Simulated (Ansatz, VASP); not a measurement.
# BiTe: VASP beside Ansatz

File INCAR:

```
SYSTEM = BiTe
PREC = Accurate
ENCUT = 520
EDIFF = 1E-7
ISMEAR = -1
SIGMA = 0.05
LREAL = .FALSE.
LASPH = .TRUE.
NELM = 60
ALGO = Normal
ISIF = 2
LWAVE = .FALSE.
LCHARG = .FALSE.
GGA = PS
NBANDS = 18
```

File KPOINTS:

```
regular mesh
0
G
  7 7 7
  0 0 0
```

The input POSCAR:

```
BiTe
1.0
    0.0000000000      3.2350000000      3.2350000000
    3.2350000000      0.0000000000      3.2350000000
    3.2350000000      3.2350000000      0.0000000000
Bi Te
1 1
Direct
   -0.0170560000     -0.0088040000      0.0238150000
    0.4961140000      0.4922550000      0.5021870000
```

Contents of input.yaml:

```yaml
crystal:
  lattice:
    - [0.0, 3.235, 3.235]
    - [3.235, 0.0, 3.235]
    - [3.235, 3.235, 0.0]
  atoms:
    - { symbol: Bi, position: [-0.017056, -0.008804, 0.023815] }
    - { symbol: Te, position: [0.496114, 0.492255, 0.502187] }
hamiltonian:
  xc: pbesol
  pseudopotentials: { kind: paw }
kpoints:
  mp_grid: { grid: [7, 7, 7] }
scf:
  occupations: { method: fermi_dirac, width: 0.05 }
output:
  forces: true
  stress: true
  eigenvalues: true
  write_density: true
  write_potential: true
  elf: true
  volumetric_format: npy
```

Change from the starting cell: atoms moved at random, drawn with an rms of 0.05 Å.

Alike in both runs: task single point; functional PBEsol; k mesh 7 × 7 × 7; occupations fermi-dirac, width 0.05 eV; no spin polarisation.

```csv
,VASP,Ansatz
version,VASP 6.6.1,Ansatz 0.2.0
potentials or method,"VASP PAW PBE potentials, release 64 (Bi_d, Te)",Ansatz PAW
plane-wave cutoff (eV),520,420
valence electrons in the cell,21,31
```

|  | VASP | Ansatz | Ansatz less VASP |
| --- | --- | --- | --- |
| gap on the k mesh at the Fermi level (eV) | none | none | - |
| pressure (GPa) | -1.4 | -1.4 | +0.02 |
| largest component of the traceless stress (GPa) | 0.09 | 0.09 | -0.001 |
| rms of the force components (eV/Å) | 0.131 | 0.130 | -0.0013 |

Atom by atom the forces differ by 0.001 eV/Å (rms over components). A gap of «none» marks a metal or a gap that the smearing closes. The two sets of potentials don't hold the same shells in valence.

Caveats: spin-orbit coupling is left out, which moves the levels of the heavy elements; the PAW data sets were made with another functional, which shifts forces and pressure a little (VASP); the PAW data sets come from PBE, with cores solved anew for the run's functional, which leaves a small shift of forces and pressure (Ansatz).
